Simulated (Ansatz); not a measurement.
What a trial cell of Ge relaxes into

The calculation used DFT PBE, scalar-relativistic, plane waves, PAW (Ansatz). Cutoff 420 eV, Γ-centred k mesh, Gaussian smearing, no spin polarisation in the final step.

The start is a random cell of Ge with space group P-4m2 (No. 115), drawn with lower limits on the distances.

```
Ge
1.0
     5.05447    0.00000    0.00000
     0.00000    5.05447    0.00000
     0.00000    0.00000    5.10641
Ge
5
Direct
  0.00000 0.27502 0.06848
  0.00000 0.72498 0.06848
  0.27502 0.00000 0.93152
  0.72498 0.00000 0.93152
  0.00000 0.00000 0.50000
```

Cell and atoms relax at zero pressure; the relaxation can't lower the symmetry of the start. After a coarse first stage the cell is made exact in the group found at 0.06 Å.

Energies count from the standard state of Ge at the same level.

Question: What does it relax into?

Answer: It keeps P-4m2 (No. 115). Conventional cell: a = 5.600 Å, c = 5.197 Å. Ge on Wyckoff site j (4 atoms of the primitive cell) has 4 Ge at 2.48–2.53 Å; around Ge on Wyckoff site d (1 atom of the primitive cell) lie 4 Ge at 2.52 Å.

```cif
data_structure
_symmetry_space_group_name_H-M 'P-4m2'
_symmetry_Int_Tables_number 115
_cell_length_a 5.5996
_cell_length_b 5.5996
_cell_length_c 5.1974
_cell_angle_alpha 90.000
_cell_angle_beta 90.000
_cell_angle_gamma 90.000
_cell_volume 162.97
loop_
_atom_site_label
_atom_site_type_symbol
_atom_site_symmetry_multiplicity
_atom_site_Wyckoff_symbol
_atom_site_fract_x
_atom_site_fract_y
_atom_site_fract_z
_atom_site_occupancy
Ge1 Ge 4 j 0.00000 0.27847 0.11940 1
Ge2 Ge 1 d 0.00000 0.00000 0.50000 1
```

Question: What are its volume, energy, density and gap?

Answer: The volume per atom is 32.59 Å³ and the density is 3.70 g/cm³. The energy over the standard structure is 0.289 eV/atom and the gap on the 6×6×8 mesh is 0.10 eV.

The final run used a 6×6×8 mesh on its 5-atom cell and 0.01 eV smearing. Symmetry constrained the relaxation, so the result can be a saddle point.